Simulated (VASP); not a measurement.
PbSe:

```
Pb Se
1.0
     0.00000    3.05226    3.05226
     3.05226    0.00000    3.05226
     3.05226    3.05226    0.00000
Pb Se
1 1
Direct
  0.00000 0.00000 0.00000
  0.50000 0.50000 0.50000
```

Program: VASP 6.6.1. Alike in all runs: task band structure; no spin polarisation; cell as given; k mesh 10 × 10 × 10; cutoff (eV) 520; smearing gaussian 0.03 eV.

Question: Order these runs on this cell by their pressure, lowest first.
A. level LDA; potentials or basis VASP PAW LDA potentials, release 64 (Pb_d, Se)
B. level r2SCAN; potentials or basis VASP PAW PBE potentials, release 64 (Pb_d, Se)
C. level PBEsol; potentials or basis VASP PAW PBE potentials, release 64 (Pb_d, Se)

Answer: A (-1.6 GPa), C (-0.1 GPa), B (2.0 GPa).

Caveats: the PAW data sets were made with another functional, which shifts forces and pressure a little (some runs).
